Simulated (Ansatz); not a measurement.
# ZnS: the cost of one run

Computed with Ansatz 0.2.0 (DFT PBE, scalar-relativistic, plane waves, PAW, unless a step's input says otherwise).

### 1 The starting structure

Symmetry: F-43m, No. 216, cubic system. Conventional cell: a = 5.409 Å, b = 5.409 Å, c = 5.409 Å, α = 90.00°, β = 90.00°, γ = 90.00°. Zn (site symmetry -43m) has 4 S at 2.34 Å as nearest neighbours. Around S (site symmetry -43m) lie 4 Zn at 2.34 Å.

Coordinates:

```
CELL_PARAMETERS angstrom
0.00000 2.70465 2.70465
2.70465 0.00000 2.70465
2.70465 2.70465 0.00000
ATOMIC_POSITIONS crystal
Zn 0.00000 0.00000 0.00000
S 0.75000 0.75000 0.75000
```

No relaxation comes first: the listed cell is the starting point.

### 2 Zero of energy

Reference values: F = -4222.7312 eV; pressure 1.37 GPa; largest force 0.000 eV/Å; gap on the mesh 2.10 eV. It was computed beforehand with the settings of the runs below.

### 3 Setting up energy and stress against strain

The cell is strained by ε times the Voigt pattern (1, -1, 0, 0, 0, 0) (xx, yy, zz, yz, xz, xy; engineering shear), with fractional coordinates fixed (clamped ions). The stress on the pattern is the sum of the stress components weighted by it, tension positive.

### 4 At ε = -0.0400

input.yaml reads:

```yaml
crystal:
  lattice:
    - [0.0, 2.812836, 2.70465]
    - [2.596464, 0.0, 2.70465]
    - [2.596464, 2.812836, 0.0]
  atoms:
    - { symbol: Zn, position: [0.0, 0.0, 0.0] }
    - { symbol: S, position: [0.75, 0.75, 0.75] }
basis:
  ecutwfc: 420
kpoints:
  mp_grid: { grid: [10, 10, 10] }
hamiltonian:
  xc: pbe
scf:
  occupations: { method: gaussian, width: 0.05 }
output:
  forces: true
  stress: true
  eigenvalues: true
```

Run with:

```sh
$ ansatz run input.yaml --threads 1 --pin off --max-ram 1228MiB --backend cpu --events-out ev --progress --plain --runs-dir out
```

**Question.** How long does this run take on 1 thread of an x86-64 CPU, shared host, and how much memory does it need?

About 5.8 s, with a peak of 0.5 GiB.
